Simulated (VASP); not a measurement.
NiO, 2 atoms in the cell. The structure is cubic, space group F-43m (No. 216). Conventional cell: a = 4.481 Å, b = 4.481 Å, c = 4.481 Å, α = 90.00°, β = 90.00°, γ = 90.00°. Around Ni (site symmetry -43m) lie 4 O at 1.94 Å. Around O (site symmetry -43m) lie 4 Ni at 1.94 Å. The cell was built by a generator and needn't be a form met in nature.

- Program: VASP 6.6.1
- Task: single point
- Functional: PBE
- Potentials or basis: VASP PAW PBE potentials, release 64 (Ni, O)
- Cutoff: 520 eV
- k mesh: 10 × 10 × 10
- Occupations: fermi-dirac, width 0.05 eV
- Spin: collinear spin, ferromagnetic start
- Starting moments: [1.0, 0.0] μB
- Further INCAR settings: ALGO = Normal; EDIFF = 1e-07; NBANDS = 19

Potentials or basis: VASP PAW PBE potentials, release 64 (Ni, O).

Launch:

```sh
$ cat potpaw_PBE.64/Ni/POTCAR potpaw_PBE.64/O/POTCAR > POTCAR
$ mpirun -np 1 vasp_std > vasp.out
```

Hardware: 1 thread of AMD EPYC 9R45 (Zen 5), on a shared host.

Estimate the wall time of this run.

Run time: 31 s on 1 thread of AMD EPYC 9R45 (Zen 5), with other jobs on the host, peak memory 0.13 GiB. Counts: scf iterations 17, k points 47.
